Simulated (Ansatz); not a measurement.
Crystal: Al.

```xyz
1
Lattice="0.0000 2.0248 2.0248 2.0248 0.0000 2.0248 2.0248 2.0248 0.0000" Properties=species:S:1:pos:R:3 pbc="T T T"
Al    0.0000    0.0000    0.0000
```

A run of Ansatz 0.2.0 on this cell left the log below. Logs are shortened: lines on timing, memory, paths and dates and some standing lists are left out, and cuts for length are marked.

```text
Warning: RAYON_NUM_THREADS=1 ignored (pool sized by the plan → 1); use --threads N
LAPW: plane waves up to 5.846 Å⁻¹, error target 1.0e-3 eV per atom; small_component_spin mean_spin; Al in spheres of 1.432 Å, 11 of its electrons in bands, Dirac shells [] (how accurate: hamiltonian.pseudopotentials.lapw.basis_error, Limitations)
Engine: ansatz 0.2.0, aarch64-unknown-linux-gnu
Pseudopotentials: kind: all_electron
Pseudopotential: Al, LAPW, valence charge 11, lapw/all_electron/scalar/gaussian/Al, Koelling and Harmon's equation, gaussian nucleus
Functional definition: PBE
  parameter kappa = 0.804
  parameter beta = 0.06672455060314922
  exchange = pbe_x(kappa = kappa, mu = beta*pi^2/3)
  correlation = pbe_c(beta = beta)
Crystal: 1 atoms, lattice volume = 16.603 Å³
Basis set: ecut = 130.19315883582428 eV, 59 PW (Γ), exchange–correlation at level 2
Bands: 10, of which v1, the nominal top of the filled ones, is band 6 counted from 1 (5 counted from 0)
Symmetry: 48 space group operations
Space group: Fm-3m (ITA 225), of the structure as read, at distance tolerance 2.6e-5 Å
k-points: 56 of 1331
Non-local potential: Al, projectors of the file, none
Initial density: superposition of atomic densities (chi_scale 0.1, normalization cell)
Initial wavefunctions: plane waves of lowest kinetic energy (no species holds an atomic orbital)
Functional: x = pbe(κ = 0.804, μ = 0.2195149727645171), c = pbe(β = 0.06672455060314922)
iter 1 solved again at ethr=9.65e-5 eV; its pass at ethr=1.00e-1 eV (dr2=1.06e-2 eV) is discarded
SCF iter   1: F=—  HF=-6607.555128 eV  |F-HF|=—  |Δ(HF+E_count)|=         —  Δρ=1.08e-2  dr2=1.07e-2  ethr=9.65e-5  ⟨swp⟩=3.2  Hψ=4297  notcnv=0
preconditioner: auto → none  [insulator: Δε(μ)=0.045 eV  Ē_g=13.200 eV  σ=0.028 eV  W_gap=0.73  n_scr=0 (ndim 8)  ℏωp=15.8 eV  f_vac=0.000  D(μ)=1.27/eV (n_scr^D=14)  ε∞_Penn≈2.4]
SCF iter   2: F=—  HF=-6607.534894 eV  |F-HF|=—  |Δ(HF+E_count)|=   2.02e-2  Δρ=5.16e-3  dr2=2.48e-3  ethr=9.65e-5  ⟨swp⟩=2.0  Hψ=1692  notcnv=0
iter 3 solved again at ethr=1.12e-7 eV; its pass at ethr=2.26e-5 eV (dr2=1.24e-5 eV) is discarded
SCF iter   3: F=—  HF=-6607.530398 eV  |F-HF|=—  |Δ(HF+E_count)|=   4.50e-3  Δρ=3.10e-4  dr2=1.24e-5  ethr=1.12e-7  ⟨swp⟩=2.0  Hψ=2762  notcnv=0
SCF iter   4: F=—  HF=-6607.530379 eV  |F-HF|=—  |Δ(HF+E_count)|=   1.89e-5  Δρ=7.99e-5  dr2=1.07e-6  ethr=1.12e-7  ⟨swp⟩=2.0  Hψ=1538  notcnv=0
SCF iter   5: F=-6607.530379 eV  HF=-6607.530379 eV  |F-HF|=1.69e-9  |Δ(HF+E_count)|=   2.07e-8  Δρ=2.53e-6  dr2=6.28e-10  ethr=9.71e-9  ⟨swp⟩=2.0  Hψ=1538  notcnv=0
SCF 1 converged in 5 iterations: F = -6607.530379 eV  dr2 = 6.28e-10
SCF converged after 5 iterations
Free energy (F): -6607.530379 eV
Harris-Foulkes:  -6607.530379 eV  (|F-HF|=1.69e-9)
Internal energy: -6607.529693 eV  (E = F + TS)
E sigma→0 (E₀):  -6607.530036 eV
Entropy (-TS):   -0.000686 eV (-0.686 meV/atom)
Fermi energy:    9.764414 eV
--- Per-component energies (eV) ---
  E_band       = -502.386110
  E_kinetic    = 6620.895362
  E_xc         = -507.137654
  E_electrostatic = -12721.287401  (all electrons and nuclei)
  E_smearing   = -0.000686  (= −TS)
  E_closure    = 0.000000  (closes the sum)
  E_atoms      = -6603.782923  (free atoms, spherical and without spin; not in F)
  Σ components = -6607.530379   (vs F -6607.530379, Δ=0.00e0)
  Basis errors (estimates in eV, not in F): energy 3.0e-4 per atom: plane waves 2.7e-4 (1.4e-4 summed), levels above the bands 0.0e0, relativity 1.0e-8, radial functions 2.8e-5, core shells 1.7e-16; eigenvalues (radial functions only) 5.7e-5; not estimated: angular momenta, meshes, grids; target (lapw.basis_error) 1.0e-3; muffin-tin radii Al 1.432 Å
--- Forces (eV/Å), atoms counted from 1 ---
  atom   1  Al    -0.00000000     0.00000000     0.00000000
  max |Σ_I F_I| component: 4.52e-32 eV/Å
--- Stress (GPa, compression-positive) ---
       -0.476798      -0.000000      -0.000000
       -0.000000      -0.476798      -0.000000
       -0.000000      -0.000000      -0.476798
  P = ⅓ Tr σ = -0.4768 GPa (-4.768 kbar)
--- Band table (eV; the first three rows and the last of 56) ---
  k-point 0: bands = ["-93.7030", "-55.1557", "-55.1557", "-55.1557", "-1.3473", "22.3183", "22.3183", "22.3183", "23.7746", "23.7746"]
  k-point 1: bands = ["-93.7028", "-55.1574", "-55.1560", "-55.1560", "-1.1235", "19.4048", "21.6745", "21.6745", "24.4479", "24.7551"]
  k-point 2: bands = ["-93.7022", "-55.1621", "-55.1567", "-55.1567", "-0.4542", "15.7642", "20.9433", "20.9433", "24.2161", "25.5722"]
  k-point 55: bands = ["-93.6995", "-55.1710", "-55.1698", "-55.1638", "8.3591", "8.6140", "10.0168", "11.8939", "23.6137", "26.4458"]
```

**Question.** Write the input and the command behind it.

**Answer.** Single point with PBE, no spin polarisation. The files as run (others can give the same):

input.yaml
```yaml
crystal:
  lattice:
    - [0.0, 2.024805, 2.024805]
    - [2.024805, 0.0, 2.024805]
    - [2.024805, 2.024805, 0.0]
  atoms:
    - { symbol: Al, position: [0.0, 0.0, 0.0] }
kpoints:
  mp_grid: { grid: [11, 11, 11] }
scf:
  occupations: { method: gaussian, width: 0.028 }
hamiltonian:
  xc: pbe
  pseudopotentials: { kind: all_electron, lapw: { basis_error: 0.001 } }
output:
  forces: true
  stress: true
  eigenvalues: true
```

Potentials or basis: all-electron LAPW, scalar-relativistic.
Run with:
```sh
$ ansatz run input.yaml --threads 1 --pin off --max-ram 3072MiB --backend cpu --events-out ev --progress --plain --runs-dir out
```
